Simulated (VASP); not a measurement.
## InP: relaxation of cell and atoms with PBE

The system is InP.

```
In P
1.0
     0.00000    3.00016    3.00016
     3.00016    0.00000    3.00016
     3.00016    3.00016    0.00000
In P
1 1
Cartesian
  0.0000 0.0000 0.0000
  1.5001 1.5001 1.5001
```

| Property | Result |
| --- | --- |
| Program | VASP 6.6.1 |
| Task | relaxation of cell and atoms |
| Functional | PBE |
| Potentials or basis | VASP PAW PBE potentials, release 64 (In, P) |
| Cutoff | 520 eV |
| k mesh | 10 × 10 × 10 |
| Occupations | gaussian, width 0.02 eV |
| Spin | no spin polarisation |
| Further INCAR settings | ALGO = Fast; EDIFF = 1e-07; IBRION = 2; EDIFFG = -0.002; NSW = 80; ISIF = 3 |

| Quantity | Value |
| --- | --- |
| Pressure after relaxing | 0.0 GPa |
| Band gap on the k mesh | 0.38 eV, direct |

Final structure:
```
CELL_PARAMETERS angstrom
0.00000 3.00016 3.00016
3.00016 0.00000 3.00016
3.00016 3.00016 0.00000
ATOMIC_POSITIONS crystal
In 0.00000 0.00000 0.00000
P 0.25000 0.25000 0.25000
```

Levels at points of the mesh, in eV from the valence-band top:
```csv
k point,band 1,band 2,band 3,band 4,band 5,band 6,band 7,band 8
"(0.00, 0.00, 0.00)",-11.04,0.00,0.00,0.00,0.38,4.12,4.12,4.12
"(0.50, 0.00, 0.00)",-9.69,-5.34,-0.87,-0.87,1.37,4.83,4.83,6.94
"(0.50, 0.50, 0.00)",-9.14,-5.43,-2.08,-2.08,1.90,2.29,8.79,9.15
```

Run time: 9.5 s on 1 thread of Intel(R) Xeon(R) 6975P-C (Granite Rapids), with other jobs on the host, peak memory 0.2 GiB.

Caveat: the relaxation stopped at its first step, so nothing moved; spin-orbit coupling is left out, which moves the levels of the heavy elements. Expect the measured gap to be larger: semilocal functionals such as PBE lack the derivative discontinuity.
